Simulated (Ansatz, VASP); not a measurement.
# Mo in VASP and in Ansatz

File INCAR:

```
PREC = Accurate ; ENCUT = 600
EDIFF = 1E-6 ; ISMEAR = 0
SIGMA = 0.1 ; LREAL = F
LASPH = T ; NELM = 100
ALGO = Fast ; ISIF = 3
LWAVE = F ; LCHARG = F
GGA = RP ; IBRION = 2
NSW = 100 ; EDIFFG = -0.002
```

KPOINTS

```
regular mesh
0
Gamma
  16 16 16
```

File POSCAR:

```
Mo
1.0
   -1.5838089700      1.5838089700      1.5838089700
    1.5838089700     -1.5838089700      1.5838089700
    1.5838089700      1.5838089700     -1.5838089700
Mo
1
Direct
    0.0000000000      0.0000000000      0.0000000000
```

Input for Ansatz:

```yaml
crystal:
  lattice:
    - [-1.58380897, 1.58380897, 1.58380897]
    - [1.58380897, -1.58380897, 1.58380897]
    - [1.58380897, 1.58380897, -1.58380897]
  atoms:
    - { symbol: Mo, position: [0.0, 0.0, 0.0] }
basis:
  ecutwfc: 420
kpoints:
  mp_grid: { grid: [16, 16, 16] }
hamiltonian:
  xc: rpbe
  pseudopotentials: { kind: paw, azcp: { folder: soft_1 } }
scf:
  occupations: { method: gaussian, width: 0.1 }
output:
  forces: true
  stress: true
  eigenvalues: true
  write_density: true
  write_potential: true
  elf: true
  volumetric_format: npy
relax:
  adjacent_minimum: "off"
  f_tol: 0.002
  max_steps: 80
  cell: { stress_tol: 0.02 }
```

Alike in both runs: task relaxation of cell and atoms; functional RPBE; k mesh 16 × 16 × 16; occupations gaussian, width 0.1 eV; no spin polarisation.

|  | VASP | Ansatz |
| --- | --- | --- |
| version | VASP 6.6.1 | Ansatz 0.2.0 |
| potentials or method | VASP PAW PBE potentials, release 64 (Mo_sv) | scalar-relativistic, plane waves, PAW |
| plane-wave cutoff (eV) | 600 | 420 |
| valence electrons in the cell | 14 | 14 |

```tsv
	VASP	Ansatz	Ansatz less VASP
gap on the k mesh at the Fermi level, each at its own relaxed structure (eV)	none	none	-
relaxed volume (Å³/atom)	16.01	15.99	-0.022
relaxed cell length with the largest relative difference (Å)	2.750	2.749	-0.0013
```

A gap of «none» marks a metal or a gap that the smearing closes.

Caveats: the PAW data sets were made with another functional, which shifts forces and pressure a little (VASP).
